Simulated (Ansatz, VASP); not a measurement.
**AlN in VASP and in Ansatz**

Contents of INCAR:

```
SYSTEM = AlN
PREC = Accurate ; ENCUT = 520
EDIFF = 1E-6 ; ISMEAR = 0
SIGMA = 0.05 ; LREAL = .FALSE.
LASPH = .TRUE. ; NELM = 100
ALGO = Normal ; ISIF = 2
LWAVE = .FALSE. ; LCHARG = .TRUE.
GGA = PE ; LELF = .TRUE.
LVHAR = .TRUE. ; NBANDS = 11
```

The input KPOINTS:

```
Automatic mesh
0
G
  10 10 10
  0 0 0
```

Contents of POSCAR:

```
AlN
1.0
    0.0000000000      2.4713223763      1.7472249200
    2.4713223763      0.0000000000      1.7472249200
    2.4713223763      2.4713223763      0.0000000000
Al N
1 1
Direct
    0.0000000000      0.0000000000      0.0000000000
    0.7500000000      0.7500000000      0.7500000000
```

Input for Ansatz:

```yaml
crystal:
  lattice:
    - [0.0, 2.471322372, 1.747224917]
    - [2.471322372, 0.0, 1.747224917]
    - [2.471322372, 2.471322372, 0.0]
  atoms:
    - { symbol: Al, position: [0.0, 0.0, 0.0] }
    - { symbol: "N", position: [0.75, 0.75, 0.75] }
basis:
  ecutwfc: 420
kpoints:
  mp_grid: { grid: [10, 10, 10] }
hamiltonian:
  xc: pbe
scf:
  occupations: { method: gaussian, width: 0.05 }
output:
  forces: true
  stress: true
  eigenvalues: true
  write_density: true
  write_potential: true
  elf: true
  volumetric_format: npy
```

Alike in both runs: task single point; functional PBE; k mesh 10 × 10 × 10; occupations gaussian, width 0.05 eV; no spin polarisation.

|  | VASP | Ansatz |
| --- | --- | --- |
| version | VASP 6.6.1 | Ansatz 0.2.0 |
| potentials or method | VASP PAW PBE potentials, release 64 (Al, N) | scalar-relativistic, plane waves, PAW |
| plane-wave cutoff (eV) | 520 | 420 |
| valence electrons in the cell | 8 | 8 |

```csv
,VASP,Ansatz,Ansatz less VASP
gap on the k mesh at the Fermi level (eV),2.84,2.84,-0.002
least direct gap on the mesh (eV),2.84,2.84,-0.002
pressure (GPa),-9.9,-9.7,+0.25
largest component of the traceless stress (GPa),16.34,16.21,-0.130
```

With one functional, cell and mesh, what is left measures potentials, basis and numerics.

A k mesh can miss the band edges. As with any semilocal functional, this PBE gap is likely too small.
